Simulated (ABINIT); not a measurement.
MgB2:

```
CELL_PARAMETERS angstrom
3.08500 0.00000 0.00000
-1.54250 2.67169 0.00000
0.00000 0.00000 3.52300
ATOMIC_POSITIONS crystal
Mg 0.00000 0.00000 0.00000
B 0.66667 0.33333 0.50000
B 0.33333 0.66667 0.50000
```

```yaml
Program: ABINIT 10.8.3 (patched build)
Task: relaxation of cell and atoms
Functional: LDA
Potentials_or_basis: JTH PAW LDA v2.0
Cutoff: 517 eV
k_mesh: 8 × 8 × 6
Occupations: fermi-dirac, width 0.05 eV
Spin: no spin polarisation
```

At the start: pressure -7.2 GPa; volume 9.68 Å³/atom.

Problem. How do energy, volume and symmetry change on relaxing?

Solution. Over 6 steps the energy falls by 11.2 meV/atom and the volume is 9.20 Å³/atom (-5.0 %); space group P6/mmm (No. 191, to 0.05 Å).

The path:
```csv
step,energy change (eV),largest force (eV/Å),pressure (GPa),volume (Å³)
1,0.0000,0.0000,-7.22,29.04
2,-0.0224,0.0000,-4.01,28.40
3,-0.0325,0.0000,0.13,27.64
4,-0.0330,0.0000,0.12,27.62
5,-0.0337,0.0000,0.00,27.59
6,-0.0337,0.0000,0.00,27.59
```

Final structure:
```cif
data_structure
_symmetry_space_group_name_H-M 'P 1'
_symmetry_Int_Tables_number 1
_cell_length_a 3.0443
_cell_length_b 3.0443
_cell_length_c 3.4378
_cell_angle_alpha 90.000
_cell_angle_beta 90.000
_cell_angle_gamma 120.000
_cell_volume 27.59
loop_
_atom_site_label
_atom_site_type_symbol
_atom_site_fract_x
_atom_site_fract_y
_atom_site_fract_z
_atom_site_occupancy
Mg1 Mg 0.00000 0.00000 0.00000 1
B1 B 0.66667 0.33333 0.50000 1
B2 B 0.33333 0.66667 0.50000 1
```

Caveat: the atomic spheres overlap.
